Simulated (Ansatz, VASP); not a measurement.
Al: VASP beside Ansatz

The input INCAR:

```
ALGO = Normal
EDIFF = 1E-6
ENCUT = 520
GGA = CA
ISIF = 2
ISMEAR = -1
LASPH = True
LCHARG = True
LELF = True
LREAL = False
LVHAR = True
LWAVE = False
NBANDS = 8
NELM = 100
PREC = Accurate
SIGMA = 0.1
```

The input KPOINTS:

```
k-points
0
Gamma
  13 13 13
```

POSCAR

```
Al
1.0
    2.7521295946      0.0000000000      0.0000000000
    0.0000000000      2.7521295946      0.0000000000
    0.0000000000      0.0000000000      2.7521295946
Al
1
Direct
    0.0000000000      0.0000000000      0.0000000000
```

Input for Ansatz:

```yaml
crystal:
  lattice:
    - [2.7521295946, 0.0, 0.0]
    - [0.0, 2.7521295946, 0.0]
    - [0.0, 0.0, 2.7521295946]
  atoms:
    - { symbol: Al, position: [0.0, 0.0, 0.0] }
hamiltonian:
  xc: lda
  pseudopotentials:
    kind: paw
    azcp:
      Al: "pseudopotentials/Al.paw.azcp"
basis:
  ecutwfc: 420
  fft_grid_basis: typed
kpoints:
  mp_grid: { grid: [13, 13, 13], shift: [0, 0, 0] }
magnetization:
  spin_polarized: false
scf:
  occupations: { method: fermi_dirac, width: 0.1 }
  lower_state_search: "off"
output:
  stress: true
```

Alike in both runs: task single point; functional LDA; k mesh 13 × 13 × 13; occupations fermi-dirac, width 0.1 eV; no spin polarisation.

|  | VASP | Ansatz |
| --- | --- | --- |
| version | VASP 6.6.1 | Ansatz 0.2.0 |
| potentials or method | VASP PAW LDA potentials, release 64 (Al) | plane waves (420 eV) with PAW, scalar-relativistic |
| plane-wave cutoff (eV) | 520 | 420 |
| valence electrons in the cell | 3 | 3 |

```csv
,VASP,Ansatz,Ansatz less VASP
pressure (GPa),-4.0,-4.0,-0.02
```

Ansatz warned: «pseudo_functional_mismatch».
